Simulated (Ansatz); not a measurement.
# Is this Ga2As stable against decomposition?

Level of theory: DFT PBE, scalar-relativistic, plane waves, PAW (Ansatz 0.2.0). All cells share a 420 eV cutoff and Γ-centred k meshes spaced at most about 0.3 Å⁻¹ (about 0.25 or finer for metals, 2π included). No spin polarisation.

Energies over the elements count from the elements' standard structures at the same level, with no fitted energy shifts.

All energies are static (0 K, no zero-point motion). The reference form of As is held partly by dispersion forces, which this level lacks.

The competitors are the elements and 1 reference phase of this chemical system (from databases or known types: GaAs), relaxed at the same level; other known phases may be missing.

The candidate was reached from: a relaxed cell, shaken at random and relaxed again.

```
CELL_PARAMETERS angstrom
7.60042 0.00000 0.00000
0.00000 2.61184 3.04807
0.00000 -2.61184 3.04807
ATOMIC_POSITIONS crystal
Ga 0.55259 0.83496 0.33496
Ga 0.16138 0.62374 0.12373
Ga 0.44741 0.33496 0.83496
Ga 0.83862 0.12373 0.62374
As 0.17492 0.03916 0.53916
As 0.82508 0.53916 0.03916
```

The lowest competing mixture at this composition:

| phase | space group | source | share of atoms | ΔE_f (eV/atom) |
| --- | --- | --- | --- | --- |
| Ga | - | element | 0.3333 | -0.0013 |
| GaAs | F-43m (No. 216) | COD | 0.6667 | -0.352 |

The lowest database cell of Ga (-0.0013) lies slightly below the reference, hence the non-zero entry.

Question: What are the hull's energy here, the candidate's formation energy and its margin?

Answer: The hull lies at -0.235 eV/atom, the weighted sum of the last column. The candidate has -0.021 eV/atom, which is 0.21 eV/atom above it. The candidate matches no cell in the subsets of the Crystallography Open Database and the Materials Project at hand. The margin is far too high for a likely synthesis.
